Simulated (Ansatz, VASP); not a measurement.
# Ge: VASP beside Ansatz

The input INCAR:

```
SYSTEM = Ge
PREC     = Accurate       ! precision mode
ENCUT    = 520            ! plane-wave cutoff, eV
EDIFF    = 1E-6           ! SCF threshold, eV
ISMEAR   = -1             ! smearing method
SIGMA    = 0.05           ! smearing width, eV
LREAL    = .False.        ! projectors in reciprocal space
LASPH    = .True.         ! aspherical terms in the spheres
NELM     = 80             ! most SCF steps
ALGO     = Normal         ! electronic algorithm
ISIF     = 2              ! what is computed and relaxed
LWAVE    = .False.        ! write WAVECAR
LCHARG   = .True.         ! write CHGCAR
GGA      = RE             ! functional
LELF     = .True.         ! ELF
LVHAR    = .True.       
NBANDS   = 21             ! bands
```

KPOINTS

```
Automatic mesh
0
Gamma
  9 9 9
  0 0 0
```

POSCAR

```
Ge
1.0
    0.0000000000      2.8662730248      2.8662730248
    2.8662730248      0.0000000000      2.8662730248
    2.8662730248      2.8662730248      0.0000000000
Ge
2
Direct
    0.5000000000      0.5000000000      0.5000000000
    0.7500000000      0.7500000000      0.7500000000
```

Input for Ansatz:

```yaml
crystal:
  lattice:
    - [0.0, 2.8662730248, 2.8662730248]
    - [2.8662730248, 0.0, 2.8662730248]
    - [2.8662730248, 2.8662730248, 0.0]
  atoms:
    - { symbol: Ge, position: [0.5, 0.5, 0.5] }
    - { symbol: Ge, position: [0.75, 0.75, 0.75] }
hamiltonian:
  xc: revpbe
  pseudopotentials:
    kind: paw
    azcp:
      Ge: "pseudopotentials/Ge.paw.azcp"
basis:
  ecutwfc: 420
  fft_grid_basis: typed
kpoints:
  mp_grid: { grid: [9, 9, 9], shift: [0, 0, 0] }
magnetization:
  spin_polarized: false
scf:
  occupations: { method: fermi_dirac, width: 0.05 }
output:
  stress: true
```

Alike in both runs: task single point; functional revPBE; k mesh 9 × 9 × 9; occupations fermi-dirac, width 0.05 eV; no spin polarisation.

|  | VASP | Ansatz |
| --- | --- | --- |
| version | VASP 6.6.1 | Ansatz 0.2.0 |
| potentials or method | VASP PAW PBE potentials, release 64 (Ge_d) | plane waves (420 eV) with PAW, scalar-relativistic |
| plane-wave cutoff (eV) | 520 | 420 |
| valence electrons in the cell | 28 | 28 |

Ansatz gave:

```
pressure (GPa) : 2.1
```

Question: Estimate VASP's values.

Answer: Pressure (GPa): 2.0.

The functional is the same, so the differences come from potentials, cutoffs and numerics.

Caveats: the PAW data sets were made with another functional, which shifts forces and pressure a little (VASP).
